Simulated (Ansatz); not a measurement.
# CoSi2: the cost of one run

Method: DFT PBEsol, scalar-relativistic, plane waves, PAW, in Ansatz 0.2.0.

1 further run of the same task is left out (set aside as unsound or not needed).

**1. The system as given**

The structure is cubic, space group Fm-3m (No. 225). The conventional cell has a = 5.313 Å, b = 5.313 Å, c = 5.313 Å, α = 90.00°, β = 90.00°, γ = 90.00°. Co (site symmetry m-3m) has 8 Si at 2.30 Å as nearest neighbours. Si (site symmetry -43m) has 4 Co at 2.30 Å as nearest neighbours.

Coordinates:

```
Co Si
1.0
     0.00000    2.65625    2.65625
     2.65625    0.00000    2.65625
     2.65625    2.65625    0.00000
Co Si
1 2
Direct
  0.00000 0.00000 0.00000
  0.25000 0.25000 0.25000
  0.75000 0.75000 0.75000
```

This cell was relaxed beforehand with the same method: volume 12.49 Å³/atom, gap on the mesh none (metal).

**2. The reference: the undisturbed cell on the scan's mesh**

The input, input.yaml:

```yaml
crystal:
  lattice:
    - [0.0, 2.6562539721, 2.6562539721]
    - [2.6562539721, 0.0, 2.6562539721]
    - [2.6562539721, 2.6562539721, 0.0]
  atoms:
    - { symbol: Co, position: [0.0, 0.0, 0.0] }
    - { symbol: Si, position: [0.25, 0.25, 0.25] }
    - { symbol: Si, position: [0.75, 0.75, 0.75] }
basis:
  ecutwfc: 420
kpoints:
  mp_grid: { grid: [12, 12, 12] }
hamiltonian:
  xc: pbesol
scf:
  occupations: { method: gaussian, width: 0.15 }
output:
  forces: true
  stress: true
  eigenvalues: true
  write_density: true
  write_potential: true
  elf: true
  volumetric_format: npy
```

Run with:

```console
> ansatz run input.yaml --threads 1 --pin off --max-ram 2560MiB --backend cpu --events-out ev --progress --plain --runs-dir out
```

**Question.** How long does this run take on 1 thread of Arm Neoverse V2, shared host, and how much memory does it need?

About 3.1 s, with a peak of 0.33 GiB.
